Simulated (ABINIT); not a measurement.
Here is an ABINIT 10.8.3 (patched build) calculation.

File run.abi:

```
# Datasets: ground state, then fixed potential
ndtset 2

# Pseudopotentials
pp_dirpath "./"
pseudos "In_sc.hgh, P.hgh"

# Structure
acell 4.1443528445 4.1443528445 4.1443528445 Angstrom
rprim
     0.0000000000     0.7071067812     0.7071067812
     0.7071067812     0.0000000000     0.7071067812
     0.7071067812     0.7071067812     0.0000000000
ntypat 2
znucl 49 15
natom 2
typat 1 2
xcart
     0.0000000000     0.0000000000     0.0000000000
     8.3067636123     8.3067636123     8.3067636123

# Plane-wave basis
ecut 28.0

# Exchange and correlation
ixc 7

# Bands and occupations
occopt 3
tsmear 0.00183747

# SCF cycle
nstep 100

# Output
iomode 3
prtwf 0
prteig 0
prtebands 0
enunit 1
prtden1 1

# Dataset 1
kptopt1 1
ngkpt1 8 8 8
nshiftk1 1
shiftk1 0.0 0.0 0.0
nband1 13
tolvrs1 1.0e-10

# Dataset 2: bands along G-X-W-K-G-L-U-W-L-K
iscf2 -2
getden2 1
nband2 17
nbdbuf2 2
tolwfr2 1.0e-12
kptopt2 -9
ndivsm2 5
prteig2 1
kptbounds2
     0.0000000000     0.0000000000     0.0000000000
     0.5000000000     0.0000000000     0.5000000000
     0.5000000000     0.2500000000     0.7500000000
     0.3750000000     0.3750000000     0.7500000000
     0.0000000000     0.0000000000     0.0000000000
     0.5000000000     0.5000000000     0.5000000000
     0.6250000000     0.2500000000     0.6250000000
     0.5000000000     0.2500000000     0.7500000000
     0.5000000000     0.5000000000     0.5000000000
     0.3750000000     0.3750000000     0.7500000000
```

Potentials or basis: HGH LDA semicore.

Run with:

```bash
$ abinit run.abi > log 2>&1
```

**Question.** What does it give for the band gap on the k mesh?

**Answer.** 0.42 eV, direct.

Levels at the corners of the path, in eV from the valence-band top:
```csv
point,band 7,band 8,band 9,band 10,band 11,band 12
Γ,0.00,0.00,0.00,0.42,3.92,3.92
X,-5.93,-2.39,-2.39,1.60,2.10,8.97
W,-5.78,-3.03,-3.01,4.21,4.23,5.38
K,-5.79,-3.40,-2.00,2.20,4.26,7.37
Γ,0.00,0.00,0.00,0.42,3.92,3.92
L,-5.89,-1.01,-1.01,1.26,4.70,4.70
U,-5.79,-3.40,-2.00,2.20,4.26,7.37
W,-5.78,-3.03,-3.01,4.21,4.23,5.38
L,-5.89,-1.01,-1.01,1.26,4.70,4.70
K,-5.79,-3.40,-2.00,2.20,4.26,7.37
```

Caveat: spin-orbit coupling is left out, which moves the levels of the heavy elements; HGH potentials are hard and often keep d shells in the core, so these values are rough. Expect the measured gap to be larger: semilocal functionals such as LDA lack the derivative discontinuity.
